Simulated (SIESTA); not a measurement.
Co under changes of volume

One of the cells (10.853 Å³/atom); the others are scaled copies at fixed shape and fractional positions:

```xyz
2
Lattice="2.4884 0.0000 0.0000 -1.2442 2.1550 0.0000 0.0000 0.0000 4.0478" Properties=species:S:1:pos:R:3 pbc="T T T"
Co    1.2442    0.7183    3.0358
Co    0.0000    1.4367    1.0119
```

```yaml
Program: SIESTA 5.4.2
Functional: PBE
Potentials_or_basis: PseudoDojo 0.4 standard (PBE files)
Basis: DZP (energy shift 0.003 Ry; two zetas on semicore shells)
Grid_cutoff: 800 Ry
Energy_shift: 0.003 Ry
k_mesh: 12 × 12 × 7
Occupations: fermi-dirac, width 0.05 eV
Spin: collinear spin, ferromagnetic start
Starting_moments: "[2.0, 2.0] μB"
```

```tsv
volume (Å³/atom)	energy over the lowest point (meV/atom)	pressure (GPa)	moment (μB per cell)
10.002	?	?	?
10.215	31.09	15.5	3.14
10.427	14.33	10.4	3.20
10.853	0.00	0.3	3.28
11.066	2.25	-3.5	3.31
11.279	9.24	-7.1	3.34
```

Question: What does the run at 10.002 Å³/atom give?

Answer: Energy over the lowest point 55.35 meV/atom; pressure 21.3 GPa; moment 3.08 μB per cell.

Worked out: A Birch-Murnaghan fit of order 3 (a polynomial in V^(-2/3)) to the other rows has its minimum at 10.89 Å³/atom with B0 = V·E''(V) = 220 GPa and B' = 3.1 at fixed shape and positions, which overstates the stiffness. It gives 55.41 meV/atom at 10.002 Å³/atom, against the run's 55.35, and -dE/dV = 21.2 GPa, against 21.3. A parabola through the other rows of the moment, of slope 0.3 μB per Å³/atom there, extrapolates to 3.08 μB, against the run's 3.08.

Energies are extrapolated to zero smearing.

Caveats: short orbitals over semicore shells can move pressures by several GPa; the basis of atomic orbitals isn't converged, which shifts pressures, moduli and gaps.
